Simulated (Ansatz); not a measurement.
HfO2:

```xyz
3
Lattice="0.0000 2.5575 2.5575 2.5575 0.0000 2.5575 2.5575 2.5575 0.0000" Properties=species:S:1:pos:R:3 pbc="T T T"
Hf    0.0000    0.0000    0.0000
O     3.8363    3.8363    3.8363
O     1.2788    1.2788    1.2788
```

Measurements of this composition are mostly on another form, of space group No. 14.

* Program: Ansatz 0.2.0
* Task: relaxation of cell and atoms
* Functional: revPBE
* Dispersion: D3(BJ)
* Potentials or basis: Ansatz PAW
* Cutoff: 420 eV (not typed: the program's choice for these potentials)
* k mesh: 9 × 9 × 9
* Occupations: fermi-dirac, width 0.05 eV
* Spin: no spin polarisation

At the start: volume 11.15 Å³/atom.

Task: Where does the relaxation end?

Result: It ends after 6 steps and the volume is 10.89 Å³/atom (-2.3 %); space group Fm-3m (No. 225, to 0.05 Å).

Step by step:
```tsv
step	energy change (eV)	largest force (eV/Å)	volume (Å³)
1	0.0000	0.0000	33.46
2	-0.0174	0.0000	32.53
3	-0.0172	0.0000	32.71
4	-0.0139	0.0000	32.71
5	-0.0141	0.0000	32.68
6	-0.0138	0.0000	32.68
```

Final structure:
```xyz
3
Lattice="0.0000 2.5375 2.5375 2.5375 0.0000 2.5375 2.5375 2.5375 0.0000" Properties=species:S:1:pos:R:3 pbc="T T T"
Hf    0.0000    0.0000    0.0000
O     3.8063    3.8063    3.8063
O     1.2688    1.2688    1.2688
```

Caveat: the plane-wave basis is chosen anew once the cell has moved, so the energies of steps on either side of that aren't comparable; the pressure holds a Pulay correction of +0.8 GPa for the finite cutoff; the PAW data sets come from PBE, with cores solved anew for the run's functional, which leaves a small shift of forces and pressure.
